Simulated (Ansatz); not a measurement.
This Ansatz 0.2.0 run on KBr needs a look.

Contents of input.yaml:

```yaml
crystal:
  lattice:
    - [0.0, 3.3, 3.3]
    - [3.3, 0.0, 3.3]
    - [3.3, 3.3, 0.0]
  atoms:
    - { symbol: Br, position: [0.5, 0.5, 0.5] }
    - { symbol: K, position: [0.0, 0.0, 0.0] }
hamiltonian:
  xc: b3lyp
  pseudopotentials: { kind: nc }
  dispersion: d4
kpoints:
  mp_grid: { grid: [4, 4, 4] }
scf:
  occupations: { method: fermi_dirac, width: 0.15 }
  n_extra_bands: 6
  max_iter: 50
output:
  forces: true
  stress: true
  eigenvalues: true
  dos: { projected: true, de: 0.05 }
magnetization:
  spin_polarized: true
  spin_orbit: true
```

Potentials or basis: as the typed override names.

Run with:

```bash
$ ansatz run input.yaml --threads 1 --pin off --max-ram 2560MiB --backend cpu --events-out ev --progress --plain --runs-dir out
```

Output:

```text
Error: 2 input errors — fix all and re-run
  1. inconsistent input (magnetization.spin_orbit, magnetization.noncollinear): true requires noncollinear: true — spin–orbit coupling acts on 2-spinor wavefunctions; set both flags
  2. inconsistent input (magnetization.spin_orbit, hamiltonian.pseudopotentials.kind): true requires a fully-relativistic hamiltonian.pseudopotentials.kind (nc_fr or paw_fr), or kind: all_electron without datasets and azcp, which then solves Dirac's equation on LAPW. paw_fr resolves this project's PAW files (source: ansatz) by j as it reads them
```

What happened, and what is wrong with the input?

The program refused the input. The input holds a flaw that was put in on purpose: spin-orbit coupling on scalar files (magnetization = spin_polarized True, spin_orbit True; hamiltonian.pseudopotentials = kind nc).
